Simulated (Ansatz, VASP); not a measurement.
Rh: VASP beside Ansatz

```
CELL_PARAMETERS angstrom
0.00000 1.88253 1.88253
1.88253 0.00000 1.88253
1.88253 1.88253 0.00000
ATOMIC_POSITIONS crystal
Rh 0.00000 0.00000 0.00000
```

Change from the starting cell: volume scaled by 0.95, PAW files.

Alike in both runs: task single point; functional PBE; k mesh 17 × 17 × 17; occupations fermi-dirac, width 0.05 eV; no spin polarisation.

|  | VASP | Ansatz |
| --- | --- | --- |
| version | VASP 6.6.1 | Ansatz 0.2.0 |
| potentials or method | VASP PAW PBE potentials, release 64 (Rh_pv) | PAW with Ansatz's default frozen-core files, scalar-relativistic |
| plane-wave cutoff (eV) | 520 | 420 |
| valence electrons in the cell | 15 | 17 |

```tsv
	VASP	Ansatz	Ansatz less VASP
pressure (GPa)	15.1	15.1	-0.06
```

The two sets of potentials don't hold the same shells in valence.

Caveats: so large a pressure means that the cell lies far from this level's equilibrium, or that cutoff or potentials fall short (VASP).
